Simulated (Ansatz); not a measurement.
Crystal: ZnCu2SnS4.

```
CELL_PARAMETERS angstrom
-2.71710 2.71710 5.42480
2.71710 -2.71710 5.42480
2.71710 2.71710 -5.42480
ATOMIC_POSITIONS crystal
Sn 0.50000 0.50000 0.00000
Zn 0.25000 0.75000 0.50000
Cu 0.75000 0.25000 0.50000
Cu 0.00000 0.00000 0.00000
S 0.62799 0.62839 0.51280
S 0.88481 0.37201 0.00040
S 0.11559 0.11519 0.48720
S 0.37161 0.88441 0.99960
```

Base run:

| Quantity | Value |
| --- | --- |
| Program | Ansatz 0.2.0 |
| Functional | PBE |
| Potentials or basis | Ansatz PAW |
| Cutoff | 420 eV |
| Density cutoff | 1680 eV |
| k mesh | 7 × 7 × 7 |
| Occupations | fermi-dirac, width 0.05 eV |
| Spin | no spin polarisation |

Its results: band gap on the k mesh 0.29 eV, direct; pressure 2.1 GPa; largest force 0.616 eV/Å.

Task: The run is repeated on the same cell with these changes: functional from PBE to r2SCAN; cutoff from 420 eV to 500 eV; density cutoff from 1680 eV to 2000 eV. What comes out?

Result: Band gap on the k mesh 0.60 eV, direct; pressure -0.2 GPa; largest force 0.452 eV/Å.

r2SCAN gives the wider gap, since meta-GGAs in the generalised Kohn-Sham scheme recover part of the derivative discontinuity.

Caveats: spin-orbit coupling is left out, which moves the levels of the heavy elements; odd divisions of the mesh miss points on the zone boundary, where band edges often lie, so the gap on the mesh can be too wide (some runs); the PAW data sets come from PBE, with cores solved anew for the run's functional, which leaves a small shift of forces and pressure (some runs).

Not every run made on this cell is shown here.
